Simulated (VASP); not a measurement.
Al2O3:

```xyz
5
Lattice="2.8843 0.0000 0.0000 -1.4422 2.4979 0.0000 0.0000 0.0000 9.3368" Properties=species:S:1:pos:R:3 pbc="T T T"
Al    0.0000    0.0000    7.9363
Al    0.0000    0.0000    1.4004
O     0.0000    1.6653    7.2610
O     1.4422    0.8326    0.0000
O     0.0000    1.6653    2.0757
```

Measurements of this composition are mostly on another form, of space group No. 167.

Base run:

```yaml
Program: VASP 6.6.1
Functional: HSE03
Potentials_or_basis: VASP PAW PBE potentials, release 64 (Al, O)
Cutoff: 520 eV
k_mesh: 6 × 6 × 2
Occupations: gaussian, width 0.02 eV
Spin: no spin polarisation
```

Its results: band gap on the k mesh 6.24 eV, indirect (least direct gap 6.47 eV); pressure -4.8 GPa; largest force 0.445 eV/Å.

Question: The run is repeated on the same cell with these changes: functional from HSE03 to HSE06. What comes out?

Answer: Band gap on the k mesh 6.52 eV, indirect (least direct gap 6.75 eV); pressure -4.9 GPa; largest force 0.455 eV/Å.

Caveats: the PAW data sets were made with another functional, which shifts forces and pressure a little.
